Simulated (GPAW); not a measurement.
Runs of GPAW 26.7.0 on Co. Symmetry: P6_3/mmc, No. 194, hexagonal system. Conventional cell: a = 2.472 Å, b = 2.472 Å, c = 4.021 Å, α = 90.00°, β = 90.00°, γ = 120.00°. Co (site symmetry -6m2) is surrounded by 12 Co at 2.47 Å. 

```tsv
task	level	potentials or basis	k mesh	smearing	band path	band points	gap on the mesh (eV)	pressure (GPa)	moment (μB)
single point	PBE	GPAW PAW data sets (gpaw-data 1.2.1), pw	12 × 12 × 7	gaussian 0.025 eV	-	-	none	4.8	3.21
single point	PBEsol	PAW data sets generated in the run's folder for this functional, pw	12 × 12 × 7	gaussian 0.02 eV	-	-	none	-5.4	(a)
single point	PBE	GPAW PAW data sets (gpaw-data 1.2.1), pw	12 × 12 × 7	gaussian 0.022 eV	-	-	none	4.8	3.21
single point	PBE	GPAW PAW data sets (gpaw-data 1.2.1), pw	12 × 12 × 7	gaussian 0.016 eV	-	-	none	4.8	3.22
single point	PBE	GPAW PAW data sets (gpaw-data 1.2.1), pw	12 × 12 × 7	gaussian 0.015 eV	-	-	none	4.8	3.22
single point	PBE	GPAW PAW data sets (gpaw-data 1.2.1), pw	12 × 12 × 7	gaussian 0.023 eV	-	-	none	4.8	3.21
single point	PBE	GPAW PAW data sets (gpaw-data 1.2.1), pw	12 × 12 × 7	gaussian 0.027 eV	-	-	none	4.8	3.21
band structure	r4SCAN	GPAW PAW data sets (gpaw-data 1.2.1), pw	9 × 9 × 5	fermi-dirac 0.05 eV	GMKGALHA,LM,KH	100	-	-1.0	3.50
single point	PBE	GPAW PAW data sets (gpaw-data 1.2.1), pw	12 × 12 × 7	gaussian 0.02 eV	-	-	none	4.8	3.21
single point	PBE	GPAW PAW data sets (gpaw-data 1.2.1), pw	12 × 12 × 7	gaussian 0.024 eV	-	-	none	4.8	3.21
single point	PBE	GPAW PAW data sets (gpaw-data 1.2.1), pw	12 × 12 × 7	gaussian 0.014 eV	-	-	none	4.8	3.22
single point	PBE	GPAW PAW data sets (gpaw-data 1.2.1), pw	12 × 12 × 7	gaussian 0.021 eV	-	-	none	4.8	3.21
```

Alike in all rows: spin collinear, ferromagnetic start; cell as given; cutoff (eV) 600.

Task: Fill in the values left out.

Result: (a) 3.19.

Caveats: the PAW data sets were made with another functional, which shifts forces and pressure a little (some runs).

A gap of «none» marks a metal or a gap under the smearing width.
